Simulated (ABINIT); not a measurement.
Input of an ABINIT 10.8.3 (patched build) run:

Contents of run.abi:

```
# Datasets: one volume each
ndtset 7
getwfk -1

# Pseudopotentials
pp_dirpath "./"
pseudos "Al.GGA_PBE-JTH.xml"

# Structure
natom 1
structure1 "poscar:POSCAR1"
structure2 "poscar:POSCAR2"
structure3 "poscar:POSCAR3"
structure4 "poscar:POSCAR4"
structure5 "poscar:POSCAR5"
structure6 "poscar:POSCAR6"
structure7 "poscar:POSCAR7"

# Plane-wave basis
ecut 707.496042 eV
pawecutdg 48.0

# k points
kptopt 1
ngkpt 11 11 11
nshiftk 1
shiftk 0.0 0.0 0.0

# Exchange and correlation
ixc 11
vdw_xc 7

# Bands and occupations
nband 6
occopt 4
tsmear 0.1 eV

# SCF cycle
nstep 100
tolvrs 1.0e-9

# Output
iomode 3
prtwf 1
prtden 0
prteig 0
prtebands 0
enunit 2
```

Contents of POSCAR1:

```
Al
1.0
    0.0000000000      1.9834708509      1.9834708509
    1.9834708509      0.0000000000      1.9834708509
    1.9834708509      1.9834708509      0.0000000000
Al
1
Direct
    0.0000000000      0.0000000000      0.0000000000  Al
```

The input POSCAR2:

```
Al
1.0
    0.0000000000      1.9974394157      1.9974394157
    1.9974394157      0.0000000000      1.9974394157
    1.9974394157      1.9974394157      0.0000000000
Al
1
Direct
    0.0000000000      0.0000000000      0.0000000000  Al
```

POSCAR3

```
Al
1.0
    0.0000000000      2.0112152952      2.0112152952
    2.0112152952      0.0000000000      2.0112152952
    2.0112152952      2.0112152952      0.0000000000
Al
1
Direct
    0.0000000000      0.0000000000      0.0000000000  Al
```

POSCAR4

```
Al
1.0
    0.0000000000      2.0248050000      2.0248050000
    2.0248050000      0.0000000000      2.0248050000
    2.0248050000      2.0248050000      0.0000000000
Al
1
Direct
    0.0000000000      0.0000000000      0.0000000000  Al
```

File POSCAR5:

```
Al
1.0
    0.0000000000      2.0382146954      2.0382146954
    2.0382146954      0.0000000000      2.0382146954
    2.0382146954      2.0382146954      0.0000000000
Al
1
Direct
    0.0000000000      0.0000000000      0.0000000000  Al
```

The input POSCAR6:

```
Al
1.0
    0.0000000000      2.0514502267      2.0514502267
    2.0514502267      0.0000000000      2.0514502267
    2.0514502267      2.0514502267      0.0000000000
Al
1
Direct
    0.0000000000      0.0000000000      0.0000000000  Al
```

File POSCAR7:

```
Al
1.0
    0.0000000000      2.0645171409      2.0645171409
    2.0645171409      0.0000000000      2.0645171409
    2.0645171409      2.0645171409      0.0000000000
Al
1
Direct
    0.0000000000      0.0000000000      0.0000000000  Al
```

Potentials or basis: JTH PAW PBE v2.0.

The run is started by

```sh
$ abinit run.abi > log 2>&1
```

(1) Estimate the pressure derivative of the bulk modulus.

(2) What does it give for the bulk modulus?

(3) What does it give for the equilibrium volume?

## Answers

(1) 4.6.

(2) 88 GPa.

(3) 15.80 Å³/atom.

Caveat: pressures at fixed basis lie under the slope of the energies.

**The experiment to reproduce.**

“The interpretation of polycrystalline coherent inelastic neutron scattering from aluminium”, 2013, pmc:3831299 quotes, for a bulk crystal of Al: bulk modulus 76.9 GPa.

A measured bulk modulus of Al is 76.9 GPa (quoted in “The interpretation of polycrystalline coherent inelastic neutron scattering from aluminium”, 2013, pmc:3831299); the calculated 88 GPa misses it by +14.7 %. The fit is for a static lattice scaled at fixed shape and fixed fractional positions. The cell as given is a measured one (16.60 Å³/atom); PBE+D3(BJ) puts the equilibrium volume -4.8 % from it, thermal expansion not counted.
